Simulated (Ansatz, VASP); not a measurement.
This is a calculation of InP for Ansatz 0.2.0.

Contents of input.yaml:

```yaml
crystal:
  lattice:
    - [0.0, 2.8231386496, 2.8231386496]
    - [2.8231386496, 0.0, 2.8231386496]
    - [2.8231386496, 2.8231386496, 0.0]
  atoms:
    - { symbol: In, position: [0.0, 0.0, 0.0] }
    - { symbol: P, position: [0.5, 0.5, 0.5] }
hamiltonian:
  xc: r2scan
  pseudopotentials: { kind: paw }
kpoints:
  mp_grid: { grid: [8, 8, 8] }
scf:
  occupations: { method: fermi_dirac, width: 0.05 }
output:
  forces: true
  stress: true
  eigenvalues: true
```

Potentials or basis: Ansatz PAW.

Command:

```bash
$ ansatz run input.yaml --threads 2 --pin off --max-ram 5632MiB --backend cpu --events-out ev --progress --plain --runs-dir out
```

Q: Translate it to VASP 6.6.1. Potentials there: VASP PAW PBE potentials, release 64 (In_d, P).

A: As run (the cutoff follows the program's own potentials):

Contents of INCAR:

```
SYSTEM = InP
ALGO = Normal ; EDIFF = 1E-7
ENCUT = 520 ; ISIF = 2
ISMEAR = -1 ; LASPH = .TRUE.
LCHARG = .FALSE. ; LMIXTAU = .TRUE.
LREAL = .FALSE. ; LWAVE = .FALSE.
METAGGA = R2SCAN ; NELM = 100
PREC = Accurate ; SIGMA = 0.05
```

File KPOINTS:

```
k-points
0
G
  8 8 8
  0 0 0
```

POSCAR

```
InP
1.0
    0.0000000000      2.8231386496      2.8231386496
    2.8231386496      0.0000000000      2.8231386496
    2.8231386496      2.8231386496      0.0000000000
In P
1 1
Direct
    0.0000000000      0.0000000000      0.0000000000
    0.5000000000      0.5000000000      0.5000000000
```

Potentials or basis: VASP PAW PBE potentials, release 64 (In_d, P).

Run with:

```bash
$ cat potpaw_PBE.64/In_d/POTCAR potpaw_PBE.64/P/POTCAR > POTCAR
$ mpirun -np 1 vasp_std > vasp.out
```

Both were run:

|  | VASP | Ansatz | Ansatz less VASP |
| --- | --- | --- | --- |
| gap on the k mesh at the Fermi level (eV) | none | none | - |
| pressure (GPa) | -5.9 | -5.8 | +0.04 |

A gap of «none» marks a metal or a gap that the smearing closes. With one functional, cell and mesh, what is left measures potentials, basis and numerics.

Caveats: the PAW data sets were made with another functional, which shifts forces and pressure a little (VASP); the PAW data sets come from PBE, with cores solved anew for the run's functional, which leaves a small shift of forces and pressure (Ansatz).
